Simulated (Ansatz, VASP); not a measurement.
## Pd: VASP beside Ansatz

```
Pd
1.0
     2.78367    0.00000    0.00000
    -1.39183    2.41072    0.00000
     0.00000    0.00000    4.62889
Pd
2
Direct
  0.33333 0.66667 0.25000
  0.66667 0.33333 0.75000
```

This isn't the form of Pd at room conditions, which is fcc.

Alike in both runs: task relaxation of cell and atoms; functional BLYP; dispersion D4; k mesh 11 × 11 × 6; occupations fermi-dirac, width 0.05 eV; no spin polarisation.

```csv
,VASP,Ansatz
version,VASP 6.6.1,Ansatz 0.2.0
potentials or method,"VASP PAW PBE potentials, release 64 (Pd)",Ansatz PAW
plane-wave cutoff (eV),600,420
valence electrons in the cell,20,36
```

```tsv
	VASP	Ansatz	Ansatz less VASP
gap on the k mesh at the Fermi level, each at its own relaxed structure (eV)	none	none	-
relaxed volume (Å³/atom)	15.51	15.48	-0.033
relaxed cell length with the largest relative difference (Å)	2.779	2.776	-0.0025
```

A gap of «none» marks a metal or a gap that the smearing closes. The two sets of potentials don't hold the same shells in valence.

Caveats: pairwise dispersion overbinds metals, which lowers pressure and volume; the PAW data sets were made with another functional, which shifts forces and pressure a little (VASP); the plane-wave basis is chosen anew once the cell has moved, so the energies of steps on either side of that aren't comparable (Ansatz); the PAW data sets come from PBE, with cores solved anew for the run's functional, which leaves a small shift of forces and pressure (Ansatz).
